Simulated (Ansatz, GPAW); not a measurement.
## A script for LiH (PBE in single-zeta orbitals)

These are simulated results from GPAW 26.7.0, not measurements. The cell was built from a prototype and was relaxed with r2SCAN in plane waves (Ansatz 0.2.0). Not every such cell is a known phase. All runs are without spin polarisation.

It is hexagonal, P6_3/mmc (No. 194); conventional cell a = 3.256 Å, c = 4.068 Å, 9.34 Å³ an atom. Li has 5 H at 1.88–2.03 Å; H has 5 Li at 1.88–2.03 Å.

The basis is minimal: single zeta, one radial function for each shell that the log's basis lists. It describes the filled bands fairly and the empty ones poorly.

Input script:

```python
import json
from ase import Atoms
from gpaw import GPAW, PW, FermiDirac

atoms = Atoms(['Li', 'Li', 'H', 'H'],
              cell=[[3.25583, -0.0, 0.0], [-1.627915, 2.819631, -0.0], [0.0, 0.0, 4.068442]],
              scaled_positions=[[0.333333, 0.666667, -0.062509], [0.666667, 0.333333, 0.437491], [0.333333, 0.666667, 0.437509], [0.666667, 0.333333, 0.937509]],
              pbc=True)
calc = GPAW(mode='lcao', basis='sz(dzp)', h=0.2, xc='PBE', kpts={'size': (6, 6, 4), 'gamma': True},
            occupations=FermiDirac(0.02), maxiter=100, legacy_gpaw=True, txt='gpaw.txt')
atoms.calc = calc
res = {'energy': atoms.get_potential_energy(force_consistent=True)}
res['electrons'] = calc.get_number_of_electrons()
res['k'] = calc.get_ibz_k_points().tolist()
res['levels'] = [calc.get_eigenvalues(kpt=i).tolist() for i in range(len(res['k']))]
points = [[0.0, 0.0, 0.0], [0.5, 0.0, 0.0], [0.333333, 0.333333, 0.0], [0.0, 0.0, 0.5], [0.5, 0.0, 0.5], [0.333333, 0.333333, 0.5]]
bands = calc.fixed_density(kpts=points, symmetry='off', txt='bands.txt')
res['points'] = [bands.get_eigenvalues(kpt=i).tolist() for i in range(len(points))]
json.dump(res, open('results.json', 'w'))
print('free energy (eV):', round(res['energy'], 5))
```

Command: `python run.py`. It took 18 s on 1 thread of Arm Neoverse V1, on a shared host, peak memory 0.14 GiB.

The log gpaw.txt, trimmed of paths, versions and times, then the last line on the terminal. An iter line gives the energy in eV and the logarithms of the changes of orbitals (plane waves alone) and density (c: converged):

```
___ ___ ___ _ _ _
 |   |   |_  | | | |

 | | | | | . | | | |

 |__ |  _|___|_____|  26.7.0
 |___|_|

Input parameters:
  basis: sz(dzp)
  h: 0.2
  kpts: {gamma: True,
         size: (6, 6, 4)}
  maxiter: 100
  mode: lcao
  occupations: {fixmagmom: False,
                name: fermi-dirac,
                width: 0.02}
  xc: PBE

System changes: positions, numbers, cell, pbc, initial_charges, initial_magmoms

Initialize ...

species:
  Li:
    name:    Lithium
    Z:       3.0
    valence: 1
    core:    2
    charge:  0.0  # [|e|]
    compensation charges:
      type: gauss
      rc: 0.33  # [Å]
      lmax: 2
    cutoffs:
      filter: 1.91  # [Å]
      core: 2.55  # [Å]
    projectors
    | kind |    occ | energy [eV] | rcut [Å] |

    |------|--------|-------------|----------|

    |   2s |  1.000 |      -2.874 |    1.058 |

    |   2p |  0.000 |      -1.090 |    1.058 |

    |    s |        |      24.337 |    1.058 |

    LCAO basis set for Li:
      Name: sz(dzp)
      Number of radial functions: 1
      Number of spherical harmonics: 1
        l=0, rc=10.8906 Bohr: 2s-sz confined orbital
      Number of RI-basis functions 0

  H:
    name:    Hydrogen
    Z:       1.0
    valence: 1
    core:    0
    charge:  0.0  # [|e|]
    compensation charges:
      type: gauss
      rc: 0.15  # [Å]
      lmax: 2
    cutoffs:
      filter: 0.85  # [Å]
      core: 0.53  # [Å]
    projectors
    | kind |    occ | energy [eV] | rcut [Å] |

    |------|--------|-------------|----------|

    |   1s |  1.000 |      -6.494 |    0.476 |

    |    s |        |      20.717 |    0.476 |

    |    p |        |       0.000 |    0.476 |

    LCAO basis set for H:
      Name: sz(dzp)
      Number of radial functions: 1
      Number of spherical harmonics: 1
        l=0, rc=6.4219 Bohr: 1s-sz confined orbital
      Number of RI-basis functions 0

Reference energy: -430.555965  # eV

Spin-paired calculation

Convergence criteria:
 Maximum [total energy] change in last 3 cyles: 0.0005 eV / valence electron
 Maximum integral of absolute [dens]ity change: 0.0001 electrons / valence electron
 Maximum integral of absolute [eigenst]ate change: 4e-08 eV^2 / valence electron
 Maximum number of scf [iter]ations: 100
 (Square brackets indicate name in SCF output, whereas a 'c' in
 the SCF output indicates the quantity has converged.)

Symmetries present (total): 1

  ( 1  0  0)
  ( 0  1  0)
  ( 0  0  1)

144 k-points: 6 x 6 x 4 Monkhorst-Pack grid + [1/12,1/12,1/8]
76 k-points in the irreducible part of the Brillouin zone
       k-points in crystal coordinates                weights
   0:     0.00000000    0.00000000    0.00000000          1/144
   1:     0.00000000    0.00000000    0.25000000          2/144
   2:     0.00000000    0.00000000    0.50000000          1/144
   3:     0.00000000    0.16666667   -0.25000000          2/144
   4:     0.00000000    0.16666667    0.00000000          2/144
   5:     0.00000000    0.16666667    0.25000000          2/144
   6:     0.00000000    0.16666667    0.50000000          2/144
   7:     0.00000000    0.33333333   -0.25000000          2/144
   8:     0.00000000    0.33333333    0.00000000          2/144
   9:     0.00000000    0.33333333    0.25000000          2/144
          ...
  75:     0.50000000    0.50000000    0.50000000          1/144

Wave functions: LCAO
  Diagonalizer: Serial LAPACK
  Atomic Correction: dense with blas
  Data-type: complex

Occupation numbers: Fermi-Dirac:
  width: 0.0200  # eV

Eigensolver
   LCAO using direct dense diagonalizer

Densities:
  Coarse grid: 16*16*20 grid
  Fine grid: 32*32*40 grid
  Total Charge: 0.000000

Density mixing:
  Method: separate
  Backend: msr1
  Linear mixing parameter: 0.05
  old densities: 10
  Width of damping distribution: 1.1
  Damping of long wavelength oscillations: 20

Hamiltonian:
  XC and Coulomb potentials evaluated on a 32*32*40 grid
  Using the PBE Exchange-Correlation functional
  Interpolation: tri-quintic (5. degree polynomial)
  Poisson solver: FastPoissonSolver using
    Stencil: 8*3+1=25 point O(h^6) finite-difference Laplacian
    FFT axes: [np.int64(0), np.int64(1), np.int64(2)]
    FST axes: []

XC parameters: PBE with 2 nearest neighbor stencil

Memory estimate:
  Process memory now: 108.41 MiB
  Calculator: 11.75 MiB
    Density: 8.47 MiB
      Arrays: 1.02 MiB
      Localized functions: 6.67 MiB
      Mixer: 0.78 MiB
    Hamiltonian: 1.19 MiB
      Arrays: 0.66 MiB
      XC: 0.00 MiB
      Poisson: 0.00 MiB
      vbar: 0.53 MiB
    Wavefunctions: 2.08 MiB
      C [qnM]: 0.02 MiB
      S, T [2 x qmm]: 0.04 MiB
      P [aqMi]: 0.01 MiB
      BasisFunctions: 2.02 MiB
      Eigensolver: 0.00 MiB

Total number of cores used: 1

Number of atoms: 4
Number of atomic orbitals: 4
Number of bands in calculation: 4
Number of valence electrons: 4
Bands to converge: occupied
Positions:
   0 Li    -0.000002    1.879755   -0.254314    ( 0.0000,  0.0000,  0.0000)
   1 Li     1.627917    0.939876    1.779907    ( 0.0000,  0.0000,  0.0000)
   2 H     -0.000002    1.879755    1.779980    ( 0.0000,  0.0000,  0.0000)
   3 H      1.627917    0.939876    3.814201    ( 0.0000,  0.0000,  0.0000)

Unit cell:
           periodic     x           y           z      points  spacing
  1. axis:    yes    3.255830   -0.000000    0.000000    16     0.1762
  2. axis:    yes   -1.627915    2.819631   -0.000000    16     0.1762
  3. axis:    yes    0.000000    0.000000    4.068442    20     0.2034

  Lengths:   3.255830   3.255830   4.068442
  Angles:   90.000000  90.000000 120.000004

Effective grid spacing dv^(1/3) = 0.1939

iter:   1   -11.664362        c
iter:   2   -11.551453        c -0.41
iter:   3   -10.733191        c -0.44
iter:   4   -10.731733        c -1.79
iter:   5   -10.731313c       c -2.19
iter:   6   -10.731312c       c -3.50
iter:   7   -10.731312c       c -4.77c

Converged after 7 iterations.

Energy contributions relative to reference atoms: (reference = -430.555965)

Kinetic:        +19.518493
Potential:      -16.926148
External:        +0.000000
XC:             -13.264358
Entropy (-ST):   -0.000000
Local:           -0.059300
SIC:             +0.000000
--------------------------
Free energy:    -10.731312
Extrapolated:   -10.731312

Showing only first 2 kpts
 Kpt  Band  Eigenvalues  Occupancy
  0     0     -5.07933    2.00000
  0     1      0.22081    2.00000
  0     2     13.22134    0.00000
  0     3     24.01278    0.00000

  1     0     -4.70485    2.00000
  1     1     -1.56011    2.00000
  1     2      9.11684    0.00000
  1     3     12.71538    0.00000

Fermi level: 1.15199

Gap: 4.506 eV
Transition (v -> c):
  (s=0, k=0, n=1, [0.00, 0.00, 0.00]) -> (s=0, k=63, n=2, [0.50, 0.00, 0.25])
Direct/indirect transitions are different
Direct gap: 6.422 eV
Transition at: (s=0, k=63, n=1, [0.50, 0.00, 0.25])

free energy (eV): -10.73131
```

The gap in the log is over the mesh alone; results.json adds the listed points. PBE in single-zeta orbitals gives a gap of 4.51 eV. On the same cell, plane-wave PBE (Ansatz, 12×12×6 k points and the special points) gives a gap of 1.84 eV and r2SCAN a gap of 2.34 eV; on shared hosts these took about 1.9 and 4.7 core-seconds on the 4-atom cell, against 18 for the script. Semilocal gaps usually lie below measured ones.
